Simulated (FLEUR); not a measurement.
# HfC: equation of state with PBE

The system is HfC.

```
CELL_PARAMETERS angstrom
0.00000 2.32500 2.32500
2.32500 0.00000 2.32500
2.32500 2.32500 0.00000
ATOMIC_POSITIONS crystal
Hf 0.50000 0.50000 0.50000
C 0.00000 0.00000 0.00000
```

* Program: FLEUR MaX-R8.1 (later development tree)
* Task: equation of state
* Functional: PBE
* Potentials or basis: all-electron
* Basis: FLAPW
* Kmax: 4.64 1/bohr
* k mesh: 10 × 10 × 10
* Occupations: fermi-dirac, width 0.05 eV
* Spin: no spin polarisation

```
Equilibrium volume                      : 12.59 Å³/atom
Bulk modulus                            : 234 GPa
Pressure derivative of the bulk modulus : 4.0
```

Energy against volume, from the lowest point:
```tsv
volume (Å³/atom)	energy (meV/atom)
11.814	38.29
12.065	16.77
12.317	4.32
12.568	0.00
12.819	3.06
13.071	12.76
13.322	28.58
```

The run has no spin-orbit coupling, so splittings on Hf are missing.
